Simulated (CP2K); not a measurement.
In:

```
In
1.0
     3.37691    0.00000    0.00000
     0.24723    3.36784    0.00000
    -1.81207   -1.68392    2.29876
In
1
Direct
  0.00000 0.00000 0.00000
```

* Program: CP2K 2026.2
* Task: single point
* Functional: PBE
* Potentials or basis: POTENTIAL_UZH In GTH-PBE-q13; TZVP-MOLOPT-PBE-GTH basis
* Density cutoff: 6123 eV
* k mesh: 11 × 11 × 11
* Occupations: fermi-dirac, width 0.05 eV
* Spin: no spin polarisation

On this cell: pressure 2.3 GPa; band gap on the k mesh none (metal or under the smearing width).

The same run follows on a disturbed copy (cell strained at random at fixed volume):

```
In
1.0
     3.33177    0.00000    0.00000
     0.21908    3.39188    0.00000
    -1.83987   -1.66631    2.31339
In
1
Direct
  0.99147 0.00315 0.99997
```

Task: What changes?

Result: The energy (extrapolated to zero smearing) moves by +1.9 meV/atom; pressure 2.4 GPa; band gap on the k mesh none (metal or under the smearing width).

Stress tensor (GPa, compression positive):
```
 2.41 -0.40  0.52
-0.40  2.04 -0.30
 0.52 -0.30  2.63
```

Caveats: the basis of atomic orbitals isn't converged, which shifts pressures, moduli and gaps.
